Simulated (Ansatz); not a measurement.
MgSe (space group Fm-3m) relaxed with several functionals in Ansatz (plane waves to 420 eV, scalar-relativistic PAW, no spin-orbit coupling, symmetry kept). The database cell has 20.25 Å³/atom; its temperature or method isn't stated, so the comparison with it is no error of the functional. No moments.

```
functional conventional cell V (Å³/atom) against the database cell (%) gap on mesh (eV) largest moment (μB)
       PBE  a = 5.509 Å, b = 5.509 Å, c = 5.509 Å, α = 90.00°, β = 90.00°, γ = 90.00°        20.90                            3.2              1.77                 0.00
    PBEsol a = 5.451 Å, b = 5.451 Å, c = 5.451 Å, α = 90.00°, β = 90.00°, γ = 90.00°        20.24                            0.0              1.77                 0.00
PBE+D3(BJ) a = 5.424 Å, b = 5.424 Å, c = 5.424 Å, α = 90.00°, β = 90.00°, γ = 90.00°        19.95                           -1.5              1.85                 0.00
```